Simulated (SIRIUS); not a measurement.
A run of SIRIUS 7.10.0 is set up as follows.

Contents of sirius.json:

```json
{
  "control": {
    "processing_unit": "cpu",
    "verbosity": 2,
    "num_bands_to_print": 22,
    "print_forces": true,
    "print_stress": true
  },
  "parameters": {
    "electronic_structure_method": "pseudopotential",
    "xc_functionals": ["XC_LDA_X", "XC_LDA_C_PW"],
    "gk_cutoff": 9.2,
    "pw_cutoff": 18.4,
    "ngridk": [7, 7, 7],
    "shiftk": [0, 0, 0],
    "smearing": "fermi_dirac",
    "smearing_width": 0.0018374661,
    "num_bands": 22,
    "num_mag_dims": 0,
    "num_dft_iter": 100,
    "energy_tol": 1e-08,
    "density_tol": 1e-06
  },
  "iterative_solver": {
    "type": "davidson",
    "min_tolerance": 1e-09,
    "tolerance_scale": [0.1, 0.25]
  },
  "mixer": {
    "type": "anderson",
    "beta": 0.7,
    "max_history": 8
  },
  "settings": {
    "tol_ne": 1e-10,
    "pseudo_grid_cutoff": 6.5
  },
  "unit_cell": {
    "lattice_vectors": [
      [0.0, 5.341972295398, 5.341972295398],
      [5.341972295398, 0.0, 5.341972295398],
      [5.341972295398, 5.341972295398, 0.0]
    ],
    "atom_coordinate_units": "lattice",
    "atom_types": ["As", "Ga"],
    "atom_files": {
      "Ga": "Ga.json",
      "As": "As.json"
    },
    "atoms": {
      "As": [
        [0.75, 0.75, 0.75]
      ],
      "Ga": [
        [0.0, 0.0, 0.0]
      ]
    }
  }
}
```

Potentials or basis: PseudoDojo 0.4.1 PBE standard (scalar relativistic).

Launch:

```sh
$ upf_to_json Ga.upf
$ upf_to_json As.upf
$ OMP_NUM_THREADS=1 sirius.scf --input=sirius.json --output=out.json --task=0
```

(1) Predict the band gap on the k mesh.

(2) Predict the pressure.

Answers

(1) 0.18 eV.

(2) -2.6 GPa.

Caveat: the potentials were made for another functional, which shifts forces and pressure; an odd mesh through Γ misses points on the zone boundary, where band edges often lie.

The gap isn't set beside the measured one, since this odd mesh misses points on the zone boundary.
